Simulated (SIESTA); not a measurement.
Crystal: Er.

```
Er
1.0
     3.55880    0.00000    0.00000
    -1.77940    3.08201    0.00000
     0.00000    0.00000    5.58740
Er
2
Direct
  0.66667 0.33333 0.75000
  0.33333 0.66667 0.25000
```

* Program: SIESTA 5.4.2
* Task: single point
* Functional: PBE
* Potentials or basis: PseudoDojo 3+ lanthanides (4f in the core) (PBE files)
* Basis: DZP (energy shift 0.003 Ry; two zetas on semicore shells)
* Grid cutoff: 800 Ry
* Energy shift: 0.003 Ry
* k mesh: 9 × 9 × 5
* Occupations: fermi-dirac, width 0.05 eV
* Spin: collinear spin, ferromagnetic start
* Starting moments: [3.0, 3.0] μB

On this cell: pressure -0.2 GPa; largest force under 0.003 eV/Å; net moment 0.00 μB per cell; band gap on the k mesh none (metal or under the smearing width).

The same run follows on a disturbed copy (atoms moved at random, drawn with an rms of 0.05 Å):

```
Er
1.0
     3.55880    0.00000    0.00000
    -1.77940    3.08201    0.00000
     0.00000    0.00000    5.58740
Er
2
Direct
  0.67006 0.34410 0.75289
  0.33520 0.66240 0.25274
```

What does the disturbed cell give?

The energy (extrapolated to zero smearing) moves by +1.0 meV/atom; pressure -0.2 GPa; largest force 0.075 eV/Å; net moment 0.00 μB per cell; band gap on the k mesh none (metal or under the smearing width).

Forces on the atoms (eV/Å):
```
Er   0.033 -0.067 -0.003
Er  -0.033  0.068  0.003
```

Stress tensor (GPa, compression positive):
```
 0.28 -0.09  0.00
-0.09 -0.10  0.00
 0.00  0.00 -0.63
```

Caveats: the magnetic or orbital state may not be the lowest; short orbitals over semicore shells can move pressures by several GPa; spin-orbit coupling is left out, which moves the levels of the heavy elements; the 4f electrons are frozen in the core as for a trivalent ion, so they carry no moment and show no levels; the basis of atomic orbitals isn't converged, which shifts pressures, moduli and gaps.
